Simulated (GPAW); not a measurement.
# AlN (F-43m) in GPAW: notebook, part 4 of 4

GPAW 26.7.0.

**5. Hybrid scf, TPSSh**

File run.py:

```python
import numpy as np
import spglib
from ase import Atoms
from ase.dft.bandgap import bandgap
from ase.io import read, write
from gpaw import GPAW, PW
from gpaw.xc import parametrizedxc

class ScaledMGGA(parametrizedxc.ParametrizedKernel):
    """Weighted sum of Libxc meta-GGA parts, named like '0.75_MGGA_X_..+1.0_MGGA_C_..'."""
    def __init__(self, name):
        super().__init__(name)
        self.type = 'MGGA'

    def calculate(self, e_g, n_sg, dedn_sg, sigma_xg, dedsigma_xg, tau_sg, dedtau_sg):
        e_g[:] = dedsigma_xg[:] = dedtau_sg[:] = 0.0
        for kernel, c in zip(self.kernels, self.coefs):
            e, v, s, t = [np.zeros_like(x) for x in [e_g, dedn_sg, dedsigma_xg, dedtau_sg]]
            kernel.calculate(e, n_sg, v, sigma_xg, s, tau_sg, t)
            e_g += c * e
            dedn_sg += c * v
            dedsigma_xg += c * s
            dedtau_sg += c * t

parametrizedxc.ParametrizedKernel = ScaledMGGA

atoms = read('AlN.cif')
cell, positions, numbers = spglib.find_primitive(
    (atoms.cell[:], atoms.get_scaled_positions(), atoms.numbers), symprec=1e-4)
atoms = Atoms(numbers, cell=cell, scaled_positions=positions, pbc=True)

calc = GPAW(mode=PW(600),
            xc={'name': '0.900_MGGA_X_TPSS+1.0_MGGA_C_TPSS', 'fraction': 0.1, 'omega': 0.0, 'backend': 'pw'},
            kpts={'size': (5, 5, 5), 'gamma': True},
            occupations={'name': 'fermi-dirac', 'width': 0.05},
            nbands=11,
            convergence={'density': 0.0001},
            maxiter=80,
            txt='gpaw.txt')
atoms.calc = calc
energy = atoms.get_potential_energy()
calc.write('gs.gpw')
write('result.traj', atoms)
print(f'Energy: {energy:.6f} eV')
print('Fermi level:', round(calc.get_fermi_level(), 4), 'eV')
print(f'Gap: {bandgap(calc)[0]:.4f} eV, direct: {bandgap(calc, direct=True)[0]:.4f} eV')
```

File AlN.cif:

```cif
data_AlN
_cell_length_a 4.36798712
_cell_length_b 4.36798712
_cell_length_c 4.36798712
_cell_angle_alpha 90.00000000
_cell_angle_beta 90.00000000
_cell_angle_gamma 90.00000000
_space_group_name_H-M_alt 'F-43m'
_space_group_name_Hall 'F -4 2 3'
_space_group_IT_number 216
loop_
_space_group_symop_operation_xyz
'x,y,z'
'y,-x,-z'
'-x,-y,z'
'-y,x,-z'
'x,-y,-z'
'y,x,z'
'-x,y,-z'
'-y,-x,z'
'z,x,y'
'-z,y,-x'
'z,-x,-y'
'-z,-y,x'
'-z,x,-y'
'z,y,x'
'-z,-x,y'
'z,-y,-x'
'y,z,x'
'-x,-z,y'
'-y,z,-x'
'x,-z,-y'
'-y,-z,x'
'x,z,y'
'y,-z,-x'
'-x,z,-y'
'x,y+1/2,z+1/2'
'y,-x+1/2,-z+1/2'
'-x,-y+1/2,z+1/2'
'-y,x+1/2,-z+1/2'
'x,-y+1/2,-z+1/2'
'y,x+1/2,z+1/2'
'-x,y+1/2,-z+1/2'
'-y,-x+1/2,z+1/2'
'z,x+1/2,y+1/2'
'-z,y+1/2,-x+1/2'
'z,-x+1/2,-y+1/2'
'-z,-y+1/2,x+1/2'
'-z,x+1/2,-y+1/2'
'z,y+1/2,x+1/2'
'-z,-x+1/2,y+1/2'
'z,-y+1/2,-x+1/2'
'y,z+1/2,x+1/2'
'-x,-z+1/2,y+1/2'
'-y,z+1/2,-x+1/2'
'x,-z+1/2,-y+1/2'
'-y,-z+1/2,x+1/2'
'x,z+1/2,y+1/2'
'y,-z+1/2,-x+1/2'
'-x,z+1/2,-y+1/2'
'x+1/2,y,z+1/2'
'y+1/2,-x,-z+1/2'
'-x+1/2,-y,z+1/2'
'-y+1/2,x,-z+1/2'
'x+1/2,-y,-z+1/2'
'y+1/2,x,z+1/2'
'-x+1/2,y,-z+1/2'
'-y+1/2,-x,z+1/2'
'z+1/2,x,y+1/2'
'-z+1/2,y,-x+1/2'
'z+1/2,-x,-y+1/2'
'-z+1/2,-y,x+1/2'
'-z+1/2,x,-y+1/2'
'z+1/2,y,x+1/2'
'-z+1/2,-x,y+1/2'
'z+1/2,-y,-x+1/2'
'y+1/2,z,x+1/2'
'-x+1/2,-z,y+1/2'
'-y+1/2,z,-x+1/2'
'x+1/2,-z,-y+1/2'
'-y+1/2,-z,x+1/2'
'x+1/2,z,y+1/2'
'y+1/2,-z,-x+1/2'
'-x+1/2,z,-y+1/2'
'x+1/2,y+1/2,z'
'y+1/2,-x+1/2,-z'
'-x+1/2,-y+1/2,z'
'-y+1/2,x+1/2,-z'
'x+1/2,-y+1/2,-z'
'y+1/2,x+1/2,z'
'-x+1/2,y+1/2,-z'
'-y+1/2,-x+1/2,z'
'z+1/2,x+1/2,y'
'-z+1/2,y+1/2,-x'
'z+1/2,-x+1/2,-y'
'-z+1/2,-y+1/2,x'
'-z+1/2,x+1/2,-y'
'z+1/2,y+1/2,x'
'-z+1/2,-x+1/2,y'
'z+1/2,-y+1/2,-x'
'y+1/2,z+1/2,x'
'-x+1/2,-z+1/2,y'
'-y+1/2,z+1/2,-x'
'x+1/2,-z+1/2,-y'
'-y+1/2,-z+1/2,x'
'x+1/2,z+1/2,y'
'y+1/2,-z+1/2,-x'
'-x+1/2,z+1/2,-y'
loop_
_atom_site_label
_atom_site_type_symbol
_atom_site_symmetry_multiplicity
_atom_site_Wyckoff_symbol
_atom_site_fract_x
_atom_site_fract_y
_atom_site_fract_z
_atom_site_occupancy
Al1 Al 4 a 0.0000000000 0.0000000000 0.0000000000 1
N1 N 4 d 0.2500000000 0.2500000000 0.7500000000 1
```

Potentials or basis: GPAW PAW data sets (gpaw-data 1.2.1), pw.

Command:

```sh
> OMP_NUM_THREADS=1 python run.py
```

gpaw.txt:

```text
__  _  _
 | _ |_)|_||  |
 |__||  | ||/\| - 26.7.0

Input parameters:
  mode=PW(ecut=600.0),
  convergence={'density': 0.0001},
  kpts=MonkhorstPack(size=(5, 5, 5), gamma=True),
  maxiter=80,
  nbands=11,
  occupations=Occupations(name='fermi-dirac', width=0.05),
  xc=XC(name='0.900_MGGA_X_TPSS+1.0_MGGA_C_TPSS', fraction=0.1, omega=0.0, backend='pw')

Diagonalizing LCAO Hamiltonian
Converting LCAO to pw mode

                 N

       Al

Atoms  # Å, Bohr magnetons
|   | symbol |        x |        y |        z |    initial magnetic moments |
|---|--------|----------|----------|----------|-----------------------------|
| 0 |     Al | 0.000000 | 0.000000 | 0.000000 | ( 0.0000,  0.0000,  0.0000) |
| 1 |      N | 3.275990 | 3.275990 | 3.275990 | ( 0.0000,  0.0000,  0.0000) |

Unit cell  # Å
| periodic |        x |        y |        z |  lengths |    angles |
|----------|----------|----------|----------|----------|-----------|
|      yes | 0.000000 | 2.183994 | 2.183994 | 3.088633 | 60.000000 |
|      yes | 2.183994 | 0.000000 | 2.183994 | 3.088633 | 60.000000 |
|      yes | 2.183994 | 2.183994 | 0.000000 | 3.088633 | 60.000000 |

Number of symmetries: 24
Symmetry operations  # r_c * U_cc + t_c -> r_c
|    | kind |            matrix            |
|----|------|------------------------------|
|  0 |  E   |  1, 0, 0,  0, 1, 0,  0, 0, 1 |
|  1 |  σ   |  1, 0, 0,  0, 0, 1,  0, 1, 0 |
|  2 |  σ   |  1, 0,-1,  0, 1,-1,  0, 0,-1 |
|  3 |  C3  |  1, 0,-1,  0, 0,-1,  0, 1,-1 |
|  4 |  C3  |  1,-1, 0,  0,-1, 1,  0,-1, 0 |
|  5 |  σ   |  1,-1, 0,  0,-1, 0,  0,-1, 1 |
|  6 |  σ   |  0, 1, 0,  1, 0, 0,  0, 0, 1 |
|  7 |  C3  |  0, 1, 0,  0, 0, 1,  1, 0, 0 |
|  8 |  C2  |  0, 1,-1,  1, 0,-1,  0, 0,-1 |
|  9 |  S4  |  0, 1,-1,  0, 0,-1,  1, 0,-1 |
| 10 |  C3  |  0, 0, 1,  1, 0, 0,  0, 1, 0 |
| 11 |  σ   |  0, 0, 1,  0, 1, 0,  1, 0, 0 |
| 12 |  S4  |  0, 0,-1,  1, 0,-1,  0, 1,-1 |
| 13 |  C3  |  0, 0,-1,  0, 1,-1,  1, 0,-1 |
| 14 |  S4  |  0,-1, 1,  1,-1, 0,  0,-1, 0 |
| 15 |  C2  |  0,-1, 1,  0,-1, 0,  1,-1, 0 |
| 16 |  C3  |  0,-1, 0,  1,-1, 0,  0,-1, 1 |
| 17 |  S4  |  0,-1, 0,  0,-1, 1,  1,-1, 0 |
| 18 |  S4  | -1, 1, 0, -1, 0, 1, -1, 0, 0 |
| 19 |  C3  | -1, 1, 0, -1, 0, 0, -1, 0, 1 |
| 20 |  C3  | -1, 0, 1, -1, 1, 0, -1, 0, 0 |
| 21 |  S4  | -1, 0, 1, -1, 0, 0, -1, 1, 0 |
| 22 |  σ   | -1, 0, 0, -1, 1, 0, -1, 0, 1 |
| 23 |  C2  | -1, 0, 0, -1, 0, 1, -1, 1, 0 |

BZ-sampling:
  Number of BZ points: 125
  Number of IBZ points: 10

  Monkhorst-Pack size: [5, 5, 5]
  Monkhorst-Pack shift: [0, 0, 0]

[... 64 lines left out ...]
      type: gauss
      rc: 0.18  # [Å]
      lmax: 2
    cutoffs:
      filter: 1.11  # [Å]
      core: 0.96  # [Å]
    projectors
    | kind |    occ | energy [eV] | rcut [Å] |
    |------|--------|-------------|----------|
    |   2s |  2.000 |     -18.583 |    0.603 |
    |   2p |  3.000 |      -7.089 |    0.529 |
    |    s |        |       8.629 |    0.603 |
    |    p |        |      20.123 |    0.529 |
    |    d |        |       0.000 |    0.577 |

    Using partial waves for N as LCAO basis

Reference energy: -8085.144769  # eV

eigensolver:
  PPCG
  Converge bands: occupied
  niter=2

density mixing:
  MSR1-Mixer
  Pratt-step length: 0.05
  Maximum mixing coefficient: 0.75
  Old densities: 10
  SVD Regularization: 0.005
  Good broyden scale: 1.0
  Trust region scale: 1.0
  Backstep threshold: 4.0
  History deletion threshold: 6.0
  Fourier metric: weight=20.0, sigma=0.015

occupation numbers:
  Fermi-Dirac:
    width: 0.0500  # eV

poisson solver:
  ecut: 4800.0  # eV

xc functional:
  name: 0.900_MGGA_X_TPSS+1.0_MGGA_C_TPSS with 2 nearest neighbor stencil

convergence criteria:
- Maximum integral of absolute [dens]ity change: 0.0001 electrons / valence electron
- Maximum [total energy] change in last 3 cyles: 0.0005 eV / valence electron
- Maximum integral of absolute [eigenst]ate change: 4e-08 eV^2 / valence electron
maximum number of iterations: 80

IBZ(<points: 10, symmetries: 24>)
Occupied bands: 4
SCF iterations
|iter     | |      energy | eigst |  dens |
|---------|-|-------------|-------|-------|
|iter:   1| |  -85.471342 | -0.40 |       |
|iter:   2| |  -21.571985 | -1.32 | -0.50 |
|iter:   3| |  -20.475422 | -1.21 | -0.58 |
|iter:   4| |  -20.352034 | -1.16 | -0.87 |
|iter:   5| |  -20.395258 | -3.13 | -1.47 |
|iter:   6| |  -20.396350 | -2.45 | -1.63 |
|iter:   7| |  -20.392203 | -3.63 | -1.89 |
|iter:   8| |  -20.392319 | -3.99 | -2.47 |
|iter:   9| |  -20.392345c| -6.27 | -3.05 |
|iter:  10| |  -20.392340c| -5.84 | -3.35 |
|iter:  11| |  -20.392341c| -7.59c| -3.86 |
|iter:  12| |  -20.392341c| -8.06c| -4.50c|

Converged in 12 steps
Energy contributions relative to reference atoms: (reference = -8085.144769)

Energy contributions:
  Kinetic:          14.112514
  Coulomb:         -11.557284
  Zero:             -0.042390
  External:          0.000000
  Xc:               45.059735
  Entropy:          -0.000000
  Spinorbit:         0.000000
  Hybrid_Xc_Cc:       -58.433865
  Hybrid_Xc_Vc:        -1.062006
  Hybrid_Xc_Vv:        -8.469045
  ----------------------------
  Free energy:     -20.392341
  Extrapolated:    -20.392341

dipole moment: (-6.249351, -6.249351, -6.249351)  # |e|*Ang

Fermi level: 6.535
Eigenvalues  # (at kpt = [0.000, 0.000, 0.000])
| band index |      eig [eV] | occ [0-2] |
|------------|---------------|-----------|
|          0 |       -10.617 |     2.000 |
|          1 |         5.387 |     2.000 |
|          2 |         5.387 |     2.000 |
|          3 |         5.387 |     2.000 |
|          4 |        10.354 |     0.000 |
|          5 |        19.265 |     0.000 |
|          6 |        19.265 |     0.000 |
|          7 |        19.265 |     0.000 |
|          8 |        24.449 |     0.000 |
|          9 |        24.449 |     0.000 |
|         10 |        25.722 |     0.000 |

Gap: 4.630 eV
Transition (v -> c):
  (s=0, k=0, n=3, [0.00, 0.00, 0.00]) -> (s=0, k=7, n=4, [0.40, 0.40, 0.00])
Direct/indirect transitions are different
Direct gap: 4.967 eV
Transition at: (s=0, k=0, n=3, [0.00, 0.00, 0.00])
# Writing to gs.gpw (mode='')
```

It took 17 min on 1 thread of Arm Neoverse V2, shared host; peak memory 0.27 GiB.

Results:

```yaml
Free_energy: -20.3923 eV
Band_gap_on_the_k_mesh: 4.63 eV, indirect (least direct gap 4.97 eV)
```

Caveat: the k mesh is coarse (spacing up to 0.50 Å⁻¹), so the values aren't converged, least of all with exact exchange; the scaled meta-GGA exchange is a class typed in the script; an odd mesh through Γ misses points on the zone boundary, where band edges often lie.

**6. The runs side by side**

```csv
task,level,k mesh,smearing,response ecut,maxiter,response k mesh,response bands,kernels,other keys,mesh quality,gap on the mesh (eV)
dielectric tensor,PBE,8 × 8 × 8,fermi-dirac 0.001 eV,80 eV,150,26 × 26 × 26,20,"["RPA", "ALDA_X", "ALDA"]",-,not flagged,3.31
one-shot levels on a semilocal density,TPSS,7 × 7 × 7,fermi-dirac 0.05 eV,-,80,-,-,-,"several, not listed",not flagged,3.56
hybrid scf,TPSSh,5 × 5 × 5,fermi-dirac 0.05 eV,-,80,-,-,-,"several, not listed",coarse,4.63
```

Alike in all rows: potentials or basis GPAW PAW data sets (gpaw-data 1.2.1), pw; no spin polarisation; cell as given; cutoff (eV) 600.

Caveats: some runs use coarse meshes; an odd mesh through Γ misses points on the zone boundary, where band edges often lie (some runs); the long-wavelength limit can be off by a per cent or two (some runs); energy and the plain gap are those of the semilocal run (some runs); the hybrids' values are one shot on its orbitals and mesh (some runs); the scaled meta-GGA exchange is a class typed in the script (some runs).

Total energies depend on the potentials used, so only differences within one code and one set of settings carry meaning.
